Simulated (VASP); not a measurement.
# ScAl3 (Pm-3m) in VASP: a series of runs, part 2 of 2

VASP 6.6.1.

## (4) Relaxation of cell and atoms, PBE+D4

File INCAR:

```
PREC = Accurate
ENCUT = 600
EDIFF = 1E-7
ISMEAR = -1
SIGMA = 0.05
LREAL = F
LASPH = T
NELM = 80
ALGO = Normal
ISIF = 3
LWAVE = F
LCHARG = F
GGA = PE
IVDW = 13
IBRION = 2
NSW = 40
EDIFFG = -0.02
```

File KPOINTS:

```
Automatic mesh
0
Gamma
  7 7 7
```

File POSCAR:

```
ScAl3
1.0
    4.0878065700      0.0000000000      0.0000000000
    0.0000000000      4.0878065700      0.0000000000
    0.0000000000      0.0000000000      4.0878065700
Sc Al
1 3
Direct
    0.0000000000      0.0000000000      0.0000000000
    0.5000000000      0.5000000000      0.0000000000
    0.0000000000      0.5000000000      0.5000000000
    0.5000000000      0.0000000000      0.5000000000
```

Potentials or basis: VASP PAW PBE potentials, release 64 (Sc_sv, Al).

Command:

```sh
$ cat potpaw_PBE.64/Sc_sv/POTCAR potpaw_PBE.64/Al/POTCAR > POTCAR
$ mpirun -np 1 vasp_std > vasp.out
```

OUTCAR:

```text
PREC = Accurate
   ENCUT = 600
   EDIFF = 1E-7
   ISMEAR = -1
   LREAL = F
   LASPH = T
   NELM = 80
   ISIF = 3
   GGA = PE
   IVDW = 13
   IBRION = 2
   NSW = 40
   EDIFFG = -0.02

 ion  position               nearest neighbor table
   1  0.000  0.000  0.000-   2 2.89   3 2.89   4 2.89   3 2.89   4 2.89   2 2.89   3 2.89   3 2.89
                             2 2.89   4 2.89   4 2.89   2 2.89
   2  0.500  0.500  0.000-   1 2.89   3 2.89   4 2.89   3 2.89   4 2.89   1 2.89   4 2.89   4 2.89
                             1 2.89   3 2.89   3 2.89   1 2.89
   3  0.000  0.500  0.500-   1 2.89   2 2.89   4 2.89   1 2.89   2 2.89   1 2.89   4 2.89   1 2.89
                             2 2.89   4 2.89   2 2.89   4 2.89
   4  0.500  0.000  0.500-   1 2.89   2 2.89   3 2.89   1 2.89   2 2.89   2 2.89   3 2.89   2 2.89
                             1 2.89   3 2.89   1 2.89   3 2.89

  LATTYP: Found a simple cubic cell.
 ALAT       =     4.0878065700

  Lattice vectors:

 A1 = (   4.0878065700,   0.0000000000,   0.0000000000)
 A2 = (   0.0000000000,   4.0878065700,   0.0000000000)
 A3 = (   0.0000000000,   0.0000000000,   4.0878065700)

Analysis of symmetry for initial positions (statically):
=====================================================================
 Subroutine PRICEL returns:
 Original cell was already a primitive cell.

 Routine SETGRP: Setting up the symmetry group for a
 simple cubic supercell.

 Subroutine GETGRP returns: Found 48 space group operations
 (whereof 48 operations were pure point group operations)
 out of a pool of 48 trial point group operations.

The static configuration has the point symmetry O_h .

Analysis of symmetry for dynamics (positions and initial velocities):
=====================================================================
 Subroutine PRICEL returns:
 Original cell was already a primitive cell.

 Routine SETGRP: Setting up the symmetry group for a
 simple cubic supercell.

 Subroutine GETGRP returns: Found 48 space group operations
 (whereof 48 operations were pure point group operations)
 out of a pool of 48 trial point group operations.

The dynamic configuration has the point symmetry O_h .

 Subroutine INISYM returns: Found 48 space group operations
[... 102 lines left out ...]
   ISIF   =      3    stress and relaxation
   ISYM   =      2    0-nonsym 1-usesym 2-fastsym
   POTIM  = 0.5000    time-step for ionic-motion
   TEBEG  =    0.0;   TEEND  =   0.0 temperature during run
   PSTRESS=    0.0 pullay stress
   NELECT =      20.0000    total number of electrons
   NUPDOWN=      -1.0000    fix difference up-down
   EMIN   =  10.00;   EMAX   =-10.00  energy-range for DOS
   EFERMI =   0.00;   METHOD = LEGACY
   ISMEAR =    -1;   SIGMA  =   0.05  broadening in eV -4-tet -1-fermi 0-gaus
   EFERMI_NEDOS =   21; number of points for ismear=-14 and -15
   IALGO  =     38    algorithm
   IMIX   =      4    mixing-type and parameters
     AMIX     =   0.40;   BMIX     =  1.00
     AMIX_MAG =   1.60;   BMIX_MAG =  1.00
  volume/ion in A,a.u.               =      17.08       115.24
  Fermi-wavevector in a.u.,A,eV,Ry     =   1.087079  2.054282 16.078563  1.181741
  Thomas-Fermi vector in A             =   2.223230
   LORBIT       =      0    0 simple, 1 ext, 2 COOP (PROOUT), +10 PAW based schemes
   GGA     = PE    functional components
   LHFCALC =     F    Hartree Fock is set to
   AEXX    =    0.0000 exact exchange contribution
   IVDW    =    13    specifies the selected vdW correction
   LEPSILON=     F    determine dielectric tensor
   LRPA    =     F    only Hartree local field effects (RPA)
 conjugate gradient relaxation of ions
 non-spin polarized calculation
  energy-cutoff  :      600.00
  volume of cell :       68.31
 maximum number of plane-waves:      2301
 NGX is ok and might be reduce to    36
   NGX = 17   NGY = 17   NGZ = 17

--------------------------------------- Ionic step        1  -------------------------------------------

 number of electron      20.0000002 magnetization

 Free energy of the ion-electron system (eV)
  ---------------------------------------------------
  ext. energy  EPLUGINS =         0.00000000
  ---------------------------------------------------
  free energy    TOTEN  =       -19.30288283 eV

  energy without entropy =      -19.29010953  energy(sigma->0) =      -19.29649618

------------------------ aborting loop because EDIFF is reached ----------------------------------------

  DFT-D4 for vdW energy calculation

  Edisp (eV):   -1.37210
[... 75 lines left out ...]
--------------------------------------- Ionic step        3  -------------------------------------------

 number of electron      20.0000004 magnetization

 Free energy of the ion-electron system (eV)
  ---------------------------------------------------
  ext. energy  EPLUGINS =         0.00000000
  ---------------------------------------------------
  free energy    TOTEN  =       -19.28242315 eV

  energy without entropy =      -19.26973281  energy(sigma->0) =      -19.27607798

 E-fermi :   7.3758     XC(G=0): -10.5022

 val. band max:        7.3070314564   @ k =   0.4286   0.4286   0.1429
 cond. band min:       7.3906106827   @ k =   0.2857   0.0000   0.0000
 fundamental gap:      0.0835792263
 Fermi energy:         7.3758423386

 k-point     1 :       0.0000    0.0000    0.0000
  band No.  band energies     occupation
      1     -41.4391      2.00000
      2     -20.1509      2.00000
      3     -20.1509      2.00000
      4     -20.1509      2.00000
      5      -2.6712      2.00000
      6       4.8219      2.00000
      7       4.8219      2.00000
      8       5.6493      2.00000
      9       5.6493      2.00000
     10       5.6493      2.00000
     11       8.7398      0.00000
     12       8.7820      0.00000
     13       8.7820      0.00000
     14       8.7820      0.00000
[... 356 lines left out ...]
  FREE ENERGIE OF THE ION-ELECTRON SYSTEM (eV)
  ---------------------------------------------------
  free  energy   TOTEN  =       -20.6843102392 eV

  energy  without entropy=      -20.6716198978  energy(sigma->0) =      -20.67796507

 reached required accuracy - stopping structural energy minimisation
```

OSZICAR:

```text
N       E                     dE             d eps       ncg     rms          rms(c)
DAV:   1     0.128842961953E+03    0.12884E+03   -0.91311E+03   560   0.145E+03
DAV:   2    -0.120670897404E+02   -0.14091E+03   -0.13830E+03   560   0.382E+02
DAV:   3    -0.201720229236E+02   -0.81049E+01   -0.78201E+01   890   0.776E+01
[... 26 lines left out ...]
DAV:   3    -0.192826362271E+02    0.69306E-03   -0.25001E-03   902   0.422E-01    0.923E-02
DAV:   4    -0.192824317072E+02    0.20452E-03   -0.53280E-04   744   0.247E-01    0.357E-02
DAV:   5    -0.192824242823E+02    0.74249E-05   -0.30916E-05   756   0.597E-02    0.765E-03
DAV:   6    -0.192824232206E+02    0.10616E-05   -0.46276E-06   902   0.193E-02    0.435E-03
DAV:   7    -0.192824231539E+02    0.66694E-07   -0.13565E-07   470   0.361E-03
   3 F= -.20684310E+02 E0= -.20677965E+02  d E =-.933008E-02
```

It took 78 s on 1 thread of Intel Xeon Platinum 8375C at 2.90GHz (Ice Lake), shared host; peak memory 0.22 GiB.

What came out:

```
Free energy                            : -20.6843 eV
Relaxed volume                         : 16.71 Å³/atom
Relaxed cell                           : a = 4.058 Å, b = 4.058 Å, c = 4.058 Å, α = 90.00°, β = 90.00°, γ = 90.00°
Space group after relaxing (to 0.05 Å) : Pm-3m (No. 221)
Energy gained by relaxing              : 2.3 meV/atom
Ionic steps                            : 3
Pressure after relaxing                : 0.0 GPa
Band gap on the k mesh                 : none (metal or under the smearing width)
Dispersion energy per atom             : -0.350 eV
```

Step by step:
```csv
step,energy change (eV),largest force (eV/Å),pressure (GPa),volume (Å³)
1,0.0000,0.0000,-1.97,68.31
2,-0.0079,0.0000,0.83,66.25
3,-0.0093,0.0000,0.01,66.82
```

Final structure:
```cif
data_structure
_symmetry_space_group_name_H-M 'P 1'
_symmetry_Int_Tables_number 1
_cell_length_a 4.0580
_cell_length_b 4.0580
_cell_length_c 4.0580
_cell_angle_alpha 90.000
_cell_angle_beta 90.000
_cell_angle_gamma 90.000
_cell_volume 66.82
loop_
_atom_site_label
_atom_site_type_symbol
_atom_site_fract_x
_atom_site_fract_y
_atom_site_fract_z
_atom_site_occupancy
Sc1 Sc 0.00000 0.00000 0.00000 1
Al1 Al 0.50000 0.50000 0.00000 1
Al2 Al 0.00000 0.50000 0.50000 1
Al3 Al 0.50000 0.00000 0.50000 1
```

Caveat: pairwise dispersion overbinds metals, which lowers pressure and volume.

## (5) Overview

```csv
level,gap on the mesh (eV),pressure (GPa),relaxed volume (Å³/atom)
PBE+D3,none,0.0,16.80
PBE+D3(BJ),none,0.0,16.60
PBE+D4,none,0.0,16.71
```

Alike in all rows: task relaxation of cell and atoms; potentials or basis VASP PAW PBE potentials, release 64 (Sc_sv, Al); no spin polarisation; cell relaxed; k mesh 7 × 7 × 7; cutoff (eV) 600; smearing fermi-dirac 0.05 eV.

Caveats: pairwise dispersion overbinds metals, which lowers pressure and volume.

Total energies depend on the potentials used, so only differences within one code and one set of settings carry meaning.
